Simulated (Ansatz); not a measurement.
# ZnCu: the cost of one run

Program: Ansatz 0.2.0. Level of theory: DFT PBE, scalar-relativistic, plane waves, PAW. These are calculated values, not measurements.

## Step 1: Starting point

It takes space group P4/mmm (No. 123, tetragonal). The conventional cell has a = 2.690 Å, b = 2.690 Å, c = 3.526 Å, α = 90.00°, β = 90.00°, γ = 90.00°. Zn (site symmetry 4/mmm) has 8 Cu at 2.59 Å and 4 Zn at 2.69 Å as nearest neighbours. Cu (site symmetry 4/mmm) has 8 Zn at 2.59 Å and 4 Cu at 2.69 Å as nearest neighbours.

As a file:

```
CELL_PARAMETERS angstrom
2.68993 0.00000 0.00000
0.00000 2.68993 0.00000
0.00000 0.00000 3.52573
ATOMIC_POSITIONS crystal
Zn 0.50000 0.50000 0.50000
Cu 0.00000 0.00000 0.00000
```

This is candidate A: CuAu (L1_0) type (P4/mmm, No. 123).

(A quick probe on a coarse mesh, which set the mesh and smearing, is not shown.)

## Step 3: Relaxing cell and atoms (candidate A)

Input file input.yaml:

```yaml
crystal:
  lattice:
    - [2.6899277522, 0.0, 0.0]
    - [0.0, 2.6899277522, 0.0]
    - [0.0, 0.0, 3.5257267323]
  atoms:
    - { symbol: Zn, position: [0.5, 0.5, 0.5] }
    - { symbol: Cu, position: [0.0, 0.0, 0.0] }
basis:
  ecutwfc: 420
kpoints:
  mp_grid: { grid: [20, 20, 16] }
hamiltonian:
  xc: pbe
scf:
  occupations: { method: gaussian, width: 0.1 }
output:
  forces: true
  stress: true
  eigenvalues: true
  write_density: true
  write_potential: true
  elf: true
  volumetric_format: npy
relax:
  adjacent_minimum: "off"
  f_tol: 0.01
  max_steps: 80
  cell: { stress_tol: 0.05 }
```

Run with:

```sh
ansatz run input.yaml --threads 1 --pin off --max-ram 2560MiB --backend cpu --events-out ev --progress --plain --runs-dir out
```

**Question.** How long does this run take on 1 thread of an x86-64 CPU, shared host, and how much memory does it need?

About 3.2 min, with a peak of 0.6 GiB.
